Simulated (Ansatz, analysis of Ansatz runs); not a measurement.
# SnO2 (P4_2/mnm), nudged elastic band: V_O hop (2.6 Å) (q = 0), part 2 of 3

Aim: the barrier of one jump in SnO2 (P4_2/mnm) at charge 0: V_O hop (2.6 Å). The model is a cell of 72 host atoms with 1 O taken out; O is the atom that moves.

Ansatz 0.2.0; plane-wave PAW DFT, PBEsol; nudged elastic band between two relaxed defect structures.

So far: The structure; Relaxation of the start point, charge 0; Relaxation of the end point, charge 0.

## 4. Nudged elastic band, charge 0

5 movable images are laid between the ends on a pair-potential path, which keeps atoms from colliding in the first guess. Each image feels the true force across the path and a spring force along it. The highest image is set to climb to the top of the path.

This step: plane-wave PAW DFT, PBEsol; nudged elastic band between two relaxed defect structures.

q0.neb/input.yaml reads:

```yaml
crystal:
  lattice:
    - [9.53680188, 0.0, 0.0]
    - [0.0, 9.53680188, 0.0]
    - [0.0, 0.0, 9.63728464]
  atoms:
    - { symbol: Sn, position: [0.24959132, 0.24978803, 0.16703877] }
    - { symbol: Sn, position: [0.0002082, -0.00035005, 0.00041744] }
    - { symbol: O, position: [0.09639152, 0.40267845, 0.16647703] }
    - { symbol: O, position: [0.40233168, 0.09612517, 0.16805262] }
    - { symbol: O, position: [0.15333998, 0.15235888, 0.00034771] }
    - { symbol: O, position: [0.34769009, 0.34576261, 0.00074767] }
    - { symbol: Sn, position: [0.24848871, 0.24749241, 0.50048464] }
    - { symbol: Sn, position: [-0.00017099, -0.00010093, 0.33335212] }
    - { symbol: O, position: [0.09598929, 0.40157816, 0.50039579] }
    - { symbol: O, position: [0.40256939, 0.09543024, 0.50045797] }
    - { symbol: O, position: [0.15261193, 0.15192511, 0.33340566] }
    - { symbol: O, position: [0.34400908, 0.34772214, 0.3353306] }
    - { symbol: Sn, position: [0.24978075, 0.25012087, 0.83407476] }
    - { symbol: Sn, position: [3.976e-05, -6.176e-05, 0.66746757] }
    - { symbol: O, position: [0.09640376, 0.40279519, 0.83445682] }
    - { symbol: O, position: [0.40289745, 0.09685914, 0.83285341] }
    - { symbol: O, position: [0.15283948, 0.15197053, 0.66762813] }
    - { symbol: O, position: [0.34383073, 0.3485727, 0.66561601] }
    - { symbol: Sn, position: [0.25038325, 0.74960531, 0.16637368] }
    - { symbol: Sn, position: [-0.00085749, 0.5003863, 0.00042006] }
    - { symbol: O, position: [0.0974653, 0.90250044, 0.16769235] }
    - { symbol: O, position: [0.40319783, 0.597576, 0.16549486] }
    - { symbol: O, position: [0.15216856, 0.65325259, 0.00044549] }
    - { symbol: O, position: [0.3466338, 0.84760348, 0.00033044] }
    - { symbol: Sn, position: [0.24978182, 0.75007405, 0.50037019] }
    - { symbol: Sn, position: [-0.00012422, 0.49867154, 0.33369374] }
    - { symbol: O, position: [0.09777828, 0.90208226, 0.50040037] }
    - { symbol: O, position: [0.15698613, 0.64905991, 0.33414755] }
    - { symbol: O, position: [0.35153863, 0.84222597, 0.33452065] }
    - { symbol: Sn, position: [0.25028253, 0.74936161, 0.83439883] }
    - { symbol: Sn, position: [-0.00013176, 0.4985267, 0.66706833] }
    - { symbol: O, position: [0.097429, 0.9023983, 0.83314802] }
    - { symbol: O, position: [0.40233081, 0.59648881, 0.83531372] }
    - { symbol: O, position: [0.15761754, 0.6483469, 0.66625169] }
    - { symbol: O, position: [0.35084512, 0.8427693, 0.66661315] }
    - { symbol: Sn, position: [0.74935572, 0.25059132, 0.16715858] }
    - { symbol: Sn, position: [0.49946164, 0.00068024, 0.00039108] }
    - { symbol: O, position: [0.59573413, 0.40425692, 0.16989763] }
    - { symbol: O, position: [0.90294471, 0.09693855, 0.16661005] }
    - { symbol: O, position: [0.6513953, 0.15497706, 0.000484] }
    - { symbol: O, position: [0.84488884, 0.34841577, 0.00037633] }
    - { symbol: Sn, position: [0.75100421, 0.24886676, 0.50042381] }
    - { symbol: Sn, position: [0.50130079, 1.086e-05, 0.33374943] }
    - { symbol: O, position: [0.59715199, 0.40281085, 0.50044783] }
    - { symbol: O, position: [0.90374131, 0.09605579, 0.50044318] }
    - { symbol: O, position: [0.65362171, 0.15269726, 0.33346249] }
    - { symbol: O, position: [0.84697924, 0.34642862, 0.333634] }
    - { symbol: Sn, position: [0.74935892, 0.25037624, 0.83372101] }
    - { symbol: Sn, position: [0.50116129, -5.032e-05, 0.66712104] }
    - { symbol: O, position: [0.59576678, 0.40404177, 0.83116617] }
    - { symbol: O, position: [0.90292281, 0.09682062, 0.83418764] }
    - { symbol: O, position: [0.65332667, 0.1529498, 0.66721332] }
    - { symbol: O, position: [0.84715557, 0.34620378, 0.66741143] }
    - { symbol: Sn, position: [0.74973872, 0.7501029, 0.16673117] }
    - { symbol: Sn, position: [0.50113315, 0.49870802, 0.00050778] }
    - { symbol: O, position: [0.59708461, 0.90348521, 0.16637482] }
    - { symbol: O, position: [0.90290988, 0.59688348, 0.16795234] }
    - { symbol: O, position: [0.65401191, 0.65225849, 5.858e-05] }
    - { symbol: O, position: [0.84752852, 0.84649779, 0.00044234] }
    - { symbol: Sn, position: [0.75236955, 0.75136398, 0.50030873] }
    - { symbol: Sn, position: [0.49756569, 0.50206939, 0.33551958] }
    - { symbol: O, position: [0.59828812, 0.90388307, 0.5004346] }
    - { symbol: O, position: [0.90437147, 0.59720403, 0.5003808] }
    - { symbol: O, position: [0.65136097, 0.65606717, 0.33517811] }
    - { symbol: O, position: [0.84797017, 0.84697344, 0.33317932] }
    - { symbol: Sn, position: [0.75004808, 0.7502615, 0.8337695] }
    - { symbol: Sn, position: [0.49815512, 0.50195689, 0.66557491] }
    - { symbol: O, position: [0.59720846, 0.90349115, 0.83430291] }
    - { symbol: O, position: [0.9036915, 0.59748411, 0.83276323] }
    - { symbol: O, position: [0.65201114, 0.65586853, 0.66547547] }
    - { symbol: O, position: [0.84798127, 0.84714284, 0.66740885] }
basis:
  ecutwfc: 420
  xc_grid: 2
hamiltonian:
  xc: pbesol
kpoints:
  mp_grid: { grid: [1, 1, 1], shift: [0.25, 0.25, 0.25] }
scf:
  occupations: { method: fixed }
  max_iter: 120
output:
  forces: true
neb:
  images: 5
  f_tol: 0.04
  climbing: true
  initial_path: idpp
  max_iterations: 45
  order_check: false
  final_atoms:
    - { symbol: Sn, position: [0.24990921, 0.24943438, 0.16703364] }
    - { symbol: Sn, position: [-0.00018586, 4.5e-05, 0.00040597] }
[... 4 atom lines left out ...]
    - { symbol: Sn, position: [0.2476271, 0.2483058, 0.50049063] }
[... 4 atom lines left out ...]
    - { symbol: O, position: [0.34785364, 0.3437762, 0.33530646] }
[... 5 atom lines left out ...]
    - { symbol: O, position: [0.34877517, 0.34352374, 0.6656382] }
[... 6 atom lines left out ...]
    - { symbol: Sn, position: [0.2491989, 0.75064003, 0.50041868] }
[... 12 atom lines left out ...]
    - { symbol: O, position: [0.5979612, 0.40315418, 0.16540734] }
[... 3 atom lines left out ...]
    - { symbol: Sn, position: [0.7507905, 0.24902361, 0.5003977] }
[... 1 atom line left out ...]
    - { symbol: O, position: [0.40284576, 0.59682147, 0.50043391] }
[... 15 atom lines left out ...]
    - { symbol: Sn, position: [0.75155241, 0.75220914, 0.50031616] }
    - { symbol: Sn, position: [0.50231416, 0.49726544, 0.33556943] }
[... 2 atom lines left out ...]
    - { symbol: O, position: [0.65616053, 0.65128867, 0.33518257] }
[... 2 atom lines left out ...]
    - { symbol: Sn, position: [0.50251654, 0.49759113, 0.66528822] }
[... 2 atom lines left out ...]
    - { symbol: O, position: [0.65589902, 0.65209241, 0.66549007] }
    - { symbol: O, position: [0.84755167, 0.84766292, 0.66740957] }
```

Run with:

```
$ ansatz run input.yaml --threads 4 --pin off --max-ram 14131MiB --backend cpu --events-out ev --progress --plain --runs-dir out
```

Numbers of over 12 decimals in the logs are rounded to 6 here.

Log:

```text
[...]
Warning: neb: disabling space-group detection — the band's intermediate images generally break the endpoint symmetry, so the full k-mesh is solved, and no spatial operation symmetrises the density, except that a semilocal band can use its path's symmetry [...]
[...]
parallel-image band execution: 4 concurrent image workers
NEB image 0
Crystal: 71 atoms, lattice volume = 876.517 Å³
Basis set: ecut = 420 eV, 17113 PW (Γ), exchange–correlation on 128×128×144 points (8 copies of the dense FFT grid, shifted against one another)
Bands: 380, of which v1, the nominal top of the filled ones, is band 309 counted from 1 (308 counted from 0)
Symmetry: 1 space group operations
k-points: 1
[...]
SCF iter   1: F=—  HF=-169155.074542 eV  |F-HF|=—  |Δ(HF+E_count)|=         —  Δρ=1.65e-2  dr2=2.03e0  ethr=1.77e-3  ⟨swp⟩=4.0  Hψ=1232  notcnv=0  defer=68
[...]
SCF iter   9: F=-169154.538119 eV  HF=-169154.538119 eV  |F-HF|=2.13e-8  |Δ(HF+E_count)|=   9.79e-8  Δρ=2.47e-6  dr2=5.30e-8  ethr=1.62e-11  ⟨swp⟩=4.0  Hψ=1144  notcnv=0
SCF 1 converged in 9 iterations: F = -169154.538119 eV  dr2 = 5.30e-8
[...]
NSCF: frozen V_eff on 1 k-points
NEB image 6
SCF iter   1: F=—  HF=-169155.075390 eV  |F-HF|=—  |Δ(HF+E_count)|=         —  Δρ=1.65e-2  dr2=2.03e0  ethr=1.77e-3  ⟨swp⟩=4.0  Hψ=1232  notcnv=0  defer=68
[...]
SCF iter   9: F=-169154.538280 eV  HF=-169154.538280 eV  |F-HF|=2.12e-8  |Δ(HF+E_count)|=   9.80e-8  Δρ=2.47e-6  dr2=5.29e-8  ethr=1.62e-11  ⟨swp⟩=4.0  Hψ=1144  notcnv=0
SCF 2 converged in 9 iterations: F = -169154.538280 eV  dr2 = 5.29e-8
[...]
NEB end point (image 0): max|allowed force component| = 1.392e-2 eV/Å (the criterion of neb.relax_end_points is 1.000e-2)
NEB end point (image 6): max|allowed force component| = 6.382e-3 eV/Å (the criterion of neb.relax_end_points is 1.000e-2)
NEB image 1
SCF iter   1: F=—  HF=-169154.348451 eV  |F-HF|=—  |Δ(HF+E_count)|=         —  Δρ=1.69e-2  dr2=2.34e0  ethr=1.77e-3  ⟨swp⟩=4.0  Hψ=1232  notcnv=0  defer=68
[...]
SCF iter  10: F=-169153.754062 eV  HF=-169153.754062 eV  |F-HF|=2.81e-8  |Δ(HF+E_count)|=   2.47e-8  Δρ=2.27e-6  dr2=4.27e-8  ethr=1.62e-11  ⟨swp⟩=4.0  Hψ=1144  notcnv=0
SCF 3 converged in 10 iterations: F = -169153.754062 eV  dr2 = 4.27e-8
NEB image 2
SCF iter   1: F=—  HF=-169153.070528 eV  |F-HF|=—  |Δ(HF+E_count)|=         —  Δρ=1.71e-2  dr2=2.40e0  ethr=1.77e-3  ⟨swp⟩=4.0  Hψ=1230  notcnv=0  defer=69
[...]
SCF iter  10: F=-169152.471947 eV  HF=-169152.471947 eV  |F-HF|=9.95e-9  |Δ(HF+E_count)|=   1.20e-8  Δρ=1.86e-6  dr2=2.97e-8  ethr=1.62e-11  ⟨swp⟩=4.0  Hψ=1144  notcnv=0
SCF 4 converged in 10 iterations: F = -169152.471947 eV  dr2 = 2.97e-8
NEB image 3
SCF iter   1: F=—  HF=-169152.421408 eV  |F-HF|=—  |Δ(HF+E_count)|=         —  Δρ=1.69e-2  dr2=2.18e0  ethr=1.77e-3  ⟨swp⟩=4.0  Hψ=1230  notcnv=0  defer=69
[...]
SCF iter  10: F=-169151.846635 eV  HF=-169151.846635 eV  |F-HF|=2.19e-8  |Δ(HF+E_count)|=   1.65e-8  Δρ=2.24e-6  dr2=4.59e-8  ethr=1.62e-11  ⟨swp⟩=4.0  Hψ=1144  notcnv=0
SCF 5 converged in 10 iterations: F = -169151.846635 eV  dr2 = 4.59e-8
NEB image 4
SCF iter   1: F=—  HF=-169153.071978 eV  |F-HF|=—  |Δ(HF+E_count)|=         —  Δρ=1.71e-2  dr2=2.40e0  ethr=1.77e-3  ⟨swp⟩=4.0  Hψ=1230  notcnv=0  defer=69
[...]
SCF iter  10: F=-169152.473462 eV  HF=-169152.473462 eV  |F-HF|=1.07e-8  |Δ(HF+E_count)|=   1.26e-8  Δρ=1.89e-6  dr2=3.03e-8  ethr=1.62e-11  ⟨swp⟩=4.0  Hψ=1144  notcnv=0
SCF 6 converged in 10 iterations: F = -169152.473462 eV  dr2 = 3.03e-8
NEB image 5
SCF iter   1: F=—  HF=-169154.349647 eV  |F-HF|=—  |Δ(HF+E_count)|=         —  Δρ=1.69e-2  dr2=2.35e0  ethr=1.77e-3  ⟨swp⟩=4.0  Hψ=1232  notcnv=0  defer=68
[...]
SCF iter  10: F=-169153.754354 eV  HF=-169153.754354 eV  |F-HF|=2.81e-8  |Δ(HF+E_count)|=   2.45e-8  Δρ=2.28e-6  dr2=4.31e-8  ethr=1.62e-11  ⟨swp⟩=4.0  Hψ=1144  notcnv=0
SCF 7 converged in 10 iterations: F = -169153.754354 eV  dr2 = 4.31e-8
NEB iter   1: max|band force component| = 3.366e0 eV/Å  barrier→ = 2.6915 eV  barrier← = 2.6916 eV  Δτ_max = 0.0968 Å  (68 SCF iters)
NEB image 1
[...]
iter 1 solved again at ethr=1.61e-5 eV; its pass at ethr=3.10e-3 eV (dr2=9.95e-2 eV) is discarded
[...]
SCF iter   9: F=-169153.932391 eV  HF=-169153.932391 eV  |F-HF|=1.24e-8  |Δ(HF+E_count)|=   3.07e-8  Δρ=1.96e-6  dr2=3.50e-8  ethr=1.62e-11  ⟨swp⟩=3.0  Hψ=1307  notcnv=0
SCF 8 converged in 9 iterations: F = -169153.932391 eV  dr2 = 3.50e-8
NEB image 2
[...]
SCF iter  10: F=-169152.869998 eV  HF=-169152.869998 eV  |F-HF|=5.18e-9  |Δ(HF+E_count)|=   1.69e-8  Δρ=9.09e-7  dr2=7.03e-9  ethr=1.62e-11  ⟨swp⟩=4.0  Hψ=1143  notcnv=0
SCF 9 converged in 10 iterations: F = -169152.869998 eV  dr2 = 7.03e-9
NEB image 3
[...]
SCF iter   9: F=-169152.352504 eV  HF=-169152.352504 eV  |F-HF|=4.08e-8  |Δ(HF+E_count)|=   2.30e-9  Δρ=2.96e-6  dr2=6.63e-8  ethr=1.62e-11  ⟨swp⟩=3.0  Hψ=1418  notcnv=0
SCF 10 converged in 9 iterations: F = -169152.352504 eV  dr2 = 6.63e-8
NEB image 4
[...]
SCF iter  10: F=-169152.872743 eV  HF=-169152.872743 eV  |F-HF|=5.12e-9  |Δ(HF+E_count)|=   1.58e-8  Δρ=8.97e-7  dr2=6.87e-9  ethr=1.62e-11  ⟨swp⟩=4.0  Hψ=1141  notcnv=0
SCF 11 converged in 10 iterations: F = -169152.872743 eV  dr2 = 6.87e-9
NEB image 5
[...]
SCF iter   9: F=-169153.935056 eV  HF=-169153.935056 eV  |F-HF|=1.24e-8  |Δ(HF+E_count)|=   3.07e-8  Δρ=1.97e-6  dr2=3.54e-8  ethr=1.62e-11  ⟨swp⟩=3.0  Hψ=1307  notcnv=0
SCF 12 converged in 9 iterations: F = -169153.935056 eV  dr2 = 3.54e-8
NEB iter   2: max|band force component| = 5.785e-1 eV/Å  barrier→ = 2.1856 eV  barrier← = 2.1858 eV  Δτ_max = 0.0299 Å  (47 SCF iters)
NEB image 1
[...]
SCF iter   8: F=-169153.973848 eV  HF=-169153.973849 eV  |F-HF|=5.61e-8  |Δ(HF+E_count)|=   1.29e-7  Δρ=3.27e-6  dr2=8.04e-8  ethr=1.62e-11  ⟨swp⟩=5.0  Hψ=1145  notcnv=0
SCF 13 converged in 8 iterations: F = -169153.973848 eV  dr2 = 8.04e-8
NEB image 2
[...]
SCF iter   8: F=-169152.925157 eV  HF=-169152.925157 eV  |F-HF|=2.10e-9  |Δ(HF+E_count)|=   2.45e-7  Δρ=2.97e-6  dr2=6.99e-8  ethr=1.62e-11  ⟨swp⟩=5.0  Hψ=1145  notcnv=0
SCF 14 converged in 8 iterations: F = -169152.925157 eV  dr2 = 6.99e-8
NEB image 3
[...]
SCF 30 converged in 5 iterations: F = -169152.434211 eV  dr2 = 9.00e-8
NEB image 4
[...]
SCF iter   6: F=-169152.947092 eV  HF=-169152.947093 eV  |F-HF|=2.77e-8  |Δ(HF+E_count)|=   2.82e-9  Δρ=2.32e-6  dr2=4.31e-8  ethr=1.62e-11  ⟨swp⟩=5.0  Hψ=1145  notcnv=0
SCF 31 converged in 6 iterations: F = -169152.947092 eV  dr2 = 4.31e-8
NEB image 5
[...]
SCF iter   6: F=-169153.991380 eV  HF=-169153.991380 eV  |F-HF|=6.68e-8  |Δ(HF+E_count)|=   5.41e-9  Δρ=3.63e-6  dr2=9.99e-8  ethr=1.62e-11  ⟨swp⟩=5.0  Hψ=1196  notcnv=0
SCF 32 converged in 6 iterations: F = -169153.991380 eV  dr2 = 9.99e-8
NEB image 1
[...]
NEB image 2
[...]
NEB image 4
[...]
NEB image 5
[...]
NEB image 3
[...]
the band table was solved once a step of the walk had ended and its energy, with any forces and stress, was formed, with the checks that follow a solve (1602 applications of the Hamiltonian). They found nothing against the state; [...]
NEB iter   6: max|band force component| = 2.513e-2 eV/Å  barrier→ = 2.1039 eV  barrier← = 2.1041 eV  CI = image 3  Δτ_max = 0.0000 Å  (30 SCF iters)
SCF converged after 5 iterations
Free energy (F): -169152.434211 eV
[...]
Internal energy: -169152.434211 eV  (E = F + TS)
E sigma→0 (E₀):  -169152.434211 eV
Fermi energy:    10.830813 eV
[...]
--- Forces (eV/Å), atoms counted from 1 ---
  atom   1  Sn     0.00069460     0.00069542     0.00225211
  atom   2  Sn    -0.00072165    -0.00160961     0.00071531
  [... 9 atoms left out ...]
  atom  12  O     -0.00146750    -0.00145303     0.00136771
  [... 5 atoms left out ...]
  atom  18  O      0.00243692     0.00243463    -0.00407312
  [... 6 atoms left out ...]
  atom  25  Sn     0.00133750    -0.00017393     0.00064064
  [... 16 atoms left out ...]
  atom  42  Sn    -0.00147129     0.00243910     0.00074280
  [... 1 atom left out ...]
  atom  44  O      0.00936667     0.00967288    -0.01583898
  [... 15 atoms left out ...]
  atom  60  Sn    -0.00246585    -0.00247843    -0.00049043
  atom  61  Sn    -0.00931834    -0.00913730     0.00671969
  [... 2 atoms left out ...]
  atom  64  O      0.00888596     0.00872358     0.00103349
  [... 2 atoms left out ...]
  atom  67  Sn    -0.00856092    -0.00829870     0.01728075
  [... 2 atoms left out ...]
  atom  70  O      0.00362628     0.00347619    -0.00129187
  [... 1 atom left out ...]
  max |Σ_I F_I| component: 9.79e-5 eV/Å
--- Band table (eV) ---
[...]
this run last wrote the band of iteration 6 to <dir>
--- NEB band (7 images, 6 band iterations, 258 SCF iterations) ---
  forward barrier  = 2.103908 eV
  backward barrier = 2.104069 eV
  climbing image's point = of an order that was not read
  energies are F+E_penalty+E_count in eV, relative to image 0
  image     s (Å)  Δ vs image 0  max|band force component| (eV/Å)
      0    0.0000      0.000000                                 —
      1    0.4991      0.547506                          2.506e-2
      2    0.9983      1.591401                          2.103e-2
  *   3    1.4976      2.103908                          1.728e-2
      4    1.9970      1.591026                          2.019e-2
      5    2.4963      0.546739                          2.513e-2
      6    2.9956     -0.000161                                 —
  climbing-image geometry (image 3):
  cell:  # Å, volume = 876.5167 Å³
    - [9.53680188, 0.0, 0.0]
    - [0.0, 9.53680188, 0.0]
    - [0.0, 0.0, 9.63728464]
  atoms:
    - { symbol: Sn, position: [0.247447, 0.247237, 0.166536] }
    - { symbol: Sn, position: [-0.000125, -0.000310, 0.000402] }
    - { symbol: O, position: [0.093433, 0.399981, 0.167359] }
    - { symbol: O, position: [0.400170, 0.093201, 0.167354] }
    - { symbol: O, position: [0.151109, 0.150931, 0.000256] }
    - { symbol: O, position: [0.346107, 0.345876, 0.000765] }
    - { symbol: Sn, position: [0.254462, 0.254250, 0.500441] }
    - { symbol: Sn, position: [0.000655, 0.000412, 0.333182] }
    - { symbol: O, position: [0.096084, 0.401342, 0.500351] }
    - { symbol: O, position: [0.401517, 0.095838, 0.500350] }
    - { symbol: O, position: [0.152878, 0.152695, 0.335716] }
    - { symbol: O, position: [0.347356, 0.347121, 0.326661] }
    - { symbol: Sn, position: [0.247503, 0.247293, 0.834451] }
    - { symbol: Sn, position: [0.000729, 0.000480, 0.667611] }
    - { symbol: O, position: [0.093926, 0.400426, 0.833608] }
    - { symbol: O, position: [0.400619, 0.093697, 0.833616] }
    - { symbol: O, position: [0.152936, 0.152749, 0.664839] }
    - { symbol: O, position: [0.347420, 0.347183, 0.674600] }
    - { symbol: Sn, position: [0.247597, 0.752468, 0.165967] }
    - { symbol: Sn, position: [-0.000150, 0.499876, 0.000409] }
    - { symbol: O, position: [0.096921, 0.903463, 0.168350] }
    - { symbol: O, position: [0.400154, 0.600877, 0.158269] }
    - { symbol: O, position: [0.151257, 0.654108, 0.000266] }
    - { symbol: O, position: [0.345735, 0.848451, 0.000541] }
    - { symbol: Sn, position: [0.242715, 0.756392, 0.500398] }
    - { symbol: Sn, position: [3.454830275380942e-6, 0.499753, 0.333607] }
    - { symbol: O, position: [0.095091, 0.904098, 0.500391] }
    - { symbol: O, position: [0.161835, 0.645948, 0.335094] }
    - { symbol: O, position: [0.354696, 0.836838, 0.336400] }
    - { symbol: Sn, position: [0.247520, 0.752386, 0.834853] }
    - { symbol: Sn, position: [0.000115, 0.499570, 0.667224] }
    - { symbol: O, position: [0.096842, 0.903384, 0.832459] }
    - { symbol: O, position: [0.399987, 0.600697, 0.842592] }
    - { symbol: O, position: [0.162624, 0.645275, 0.665007] }
    - { symbol: O, position: [0.354048, 0.837584, 0.665127] }
    - { symbol: Sn, position: [0.752678, 0.247384, 0.165970] }
    - { symbol: Sn, position: [0.500095, -0.000366, 0.000409] }
    - { symbol: O, position: [0.601133, 0.399980, 0.158248] }
    - { symbol: O, position: [0.903640, 0.096676, 0.168372] }
    - { symbol: O, position: [0.654307, 0.151060, 0.000268] }
    - { symbol: O, position: [0.848715, 0.345465, 0.000542] }
    - { symbol: Sn, position: [0.756639, 0.242460, 0.500398] }
    - { symbol: Sn, position: [0.499961, -0.000202, 0.333608] }
    - { symbol: O, position: [0.492574, 0.492353, 0.500486] }
    - { symbol: O, position: [0.904299, 0.094814, 0.500394] }
    - { symbol: O, position: [0.646111, 0.161682, 0.335111] }
    - { symbol: O, position: [0.837068, 0.354457, 0.336414] }
    - { symbol: Sn, position: [0.752599, 0.247303, 0.834851] }
    - { symbol: Sn, position: [0.499776, -8.781442347716617e-5, 0.667225] }
    - { symbol: O, position: [0.600957, 0.399811, 0.842620] }
    - { symbol: O, position: [0.903564, 0.096597, 0.832435] }
    - { symbol: O, position: [0.645440, 0.162471, 0.664992] }
    - { symbol: O, position: [0.837807, 0.353814, 0.665112] }
    - { symbol: Sn, position: [0.752145, 0.751934, 0.166517] }
    - { symbol: Sn, position: [0.499667, 0.499479, 0.000439] }
    - { symbol: O, position: [0.599148, 0.905072, 0.167484] }
    - { symbol: O, position: [0.905236, 0.598891, 0.167474] }
    - { symbol: O, position: [0.653725, 0.653570, 8.935020996466153e-5] }
    - { symbol: O, position: [0.848695, 0.848453, 0.000583] }
    - { symbol: Sn, position: [0.749076, 0.748865, 0.500404] }
    - { symbol: Sn, position: [0.501048, 0.500813, 0.307862] }
    - { symbol: O, position: [0.599372, 0.904797, 0.500479] }
    - { symbol: O, position: [0.904969, 0.599125, 0.500477] }
    - { symbol: O, position: [0.652900, 0.652716, 0.329584] }
    - { symbol: O, position: [0.847944, 0.847689, 0.334810] }
    - { symbol: Sn, position: [0.752216, 0.752006, 0.834164] }
    - { symbol: Sn, position: [0.501019, 0.500775, 0.692998] }
    - { symbol: O, position: [0.599604, 0.905578, 0.833199] }
    - { symbol: O, position: [0.905744, 0.599349, 0.833209] }
    - { symbol: O, position: [0.652978, 0.652790, 0.670803] }
    - { symbol: O, position: [0.848013, 0.847756, 0.666254] }
```

Wall time 17 min (4 threads of Arm Neoverse V1, shared host); peak memory 6.5 GiB.

Images along the path:

```tsv
image	path (Å)	energy (eV)	O44: x, y, z (Å)
0	0.000	0.0000	5.695, 3.842, 4.823
1	0.499	0.5475	5.402, 4.064, 4.823
2	0.998	1.5914	5.058, 4.367, 4.823
3	1.498	2.1039	4.698, 4.695, 4.823
4	1.997	1.5910	4.369, 5.056, 4.823
5	2.496	0.5467	4.066, 5.400, 4.823
6	2.996	-0.0002	3.842, 5.692, 4.823
```

This step gave:

| Item | Value |
| --- | --- |
| free energy | -169152.4342 eV |
| barrier forward | 2.104 eV |
| barrier backward | 2.104 eV |
| end less start | -1.61e-4 eV |
| hop length | 2.619 Å |

Track of the atom that was set to move:

```tsv
image	x (Å)	y (Å)	z (Å)	nearest neighbour	distance (Å)
0	5.695	3.842	4.823	Sn	2.076
1	5.402	4.064	4.823	Sn	1.987
2	5.058	4.367	4.823	Sn	1.892
3	4.698	4.695	4.823	Sn	1.859
4	4.369	5.056	4.823	Sn	1.892
5	4.066	5.4	4.823	Sn	1.987
6	3.842	5.692	4.823	Sn	2.073
```

The band met its tolerance of 0.04 eV/Å after 6 iterations, with image 3 on top (the start counts as 0). O44, which moves farthest between the ends, has 3 Sn at 2.08 Å nearest at the start and 2 Sn at 1.86 Å at the top.

(Part 2 of 3 ends here.)

[Logs are printed without paths, hosts, clocks, repeated set-up lines and the standing remarks that a program may print on its own settings, such as how far it seeks lower states.]

[Hosts, paths, dates, database ids (printed as entryN), source tags and the programs' standing remarks are cut or masked in the printed files.]
